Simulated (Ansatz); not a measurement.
Si: frozen-core PAW against all-electron methods

```
CELL_PARAMETERS angstrom
0.00000 2.71547 2.71547
2.71547 0.00000 2.71547
2.71547 2.71547 0.00000
ATOMIC_POSITIONS crystal
Si 0.50000 0.50000 0.50000
Si 0.75532 0.75532 0.75532
```

Atoms are numbered in the order listed.

The conventional cell has a = 3.840 Å, b = 3.840 Å, c = 9.407 Å, α = 90.00°, β = 90.00°, γ = 120.00°. Si (atom 1) has 4 Si at 2.34 to 2.40 Å as nearest neighbours.

Structure: COD 9011998, as refined from experiment and not relaxed. The listed cell was then made from it by scaling, straining or moving an atom.

Methods: DFT, PBE, PAW with Ansatz's default frozen-core files, scalar-relativistic (Ansatz 0.2.0); DFT, PBE, all-electron LAPW, scalar-relativistic (Ansatz 0.2.0).

For PAW: a Γ-centred 12×12×12 k mesh, Fermi–Dirac smearing of 0.08 eV, cutoff 420 eV, no spin polarisation. LAPW targets a basis error of 0.25 meV/atom. The Ansatz runs share mesh, smearing and spin set-up. Plane-wave (PAW) pressures include the program's estimate of the Pulay term.

Stress and pressure are positive in compression.

The change that made this cell: atom 2 (Si) moved by (0.0289, 0.0289, 0.0289) Å.

PAW results:

```tsv
quantity	PAW
pressure (GPa)	2.09
stress yz (GPa)	-1.09
stress xz (GPa)	-1.09
stress xy (GPa)	-1.09
force on Si1, y (eV/Å)	0.361
band gap (eV)	0.279
```

(1) What does all-electron LAPW give for the same quantities?

Answers

(1) 
```
              quantity   LAPW
        pressure (GPa)   2.05
       stress yz (GPa)  -1.09
       stress xz (GPa)  -1.09
       stress xy (GPa)  -1.09
force on Si1, y (eV/Å)  0.361
         band gap (eV)  0.281
```
